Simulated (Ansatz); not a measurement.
Crystal: TaN.

```
CELL_PARAMETERS angstrom
0.00000 2.21132 2.21132
2.21132 0.00000 2.21132
2.21132 2.21132 0.00000
ATOMIC_POSITIONS crystal
Ta 0.50000 0.50000 0.50000
N 0.00000 0.00000 0.00000
```

The cell comes from a database or a generator and needn't be the stable form of this composition.

* Program: Ansatz 0.2.0
* Task: relaxation of cell and atoms
* Functional: r2SCAN
* Potentials or basis: Ansatz PAW
* Cutoff: 500 eV (not typed: the program's choice for these potentials)
* k mesh: 10 × 10 × 10
* Occupations: fermi-dirac, width 0.05 eV
* Spin: no spin polarisation

At the start: volume 10.81 Å³/atom.

Task: Where does the relaxation end?

Result: It ends after 5 steps and the volume is 10.62 Å³/atom (-1.8 %); space group Fm-3m (No. 225, to 0.05 Å).

The path:
| step | energy change (eV) | largest force (eV/Å) | volume (Å³) |
| --- | --- | --- | --- |
| 1 | 0.0000 | 0.0000 | 21.63 |
| 2 | -0.0062 | 0.0000 | 21.05 |
| 3 | -0.0079 | 0.0000 | 21.24 |
| 4 | -0.0079 | 0.0000 | 21.24 |
| 5 | -0.0077 | 0.0000 | 21.24 |

Final structure:
```xyz
2
Lattice="0.0000 2.1979 2.1979 2.1979 0.0000 2.1979 2.1979 2.1979 0.0000" Properties=species:S:1:pos:R:3 pbc="T T T"
Ta    2.1979    2.1979    2.1979
N     0.0000    0.0000    0.0000
```

Caveat: the plane-wave basis is chosen anew once the cell has moved, so the energies of steps on either side of that aren't comparable; the PAW data sets come from PBE, with cores solved anew for the run's functional, which leaves a small shift of forces and pressure.
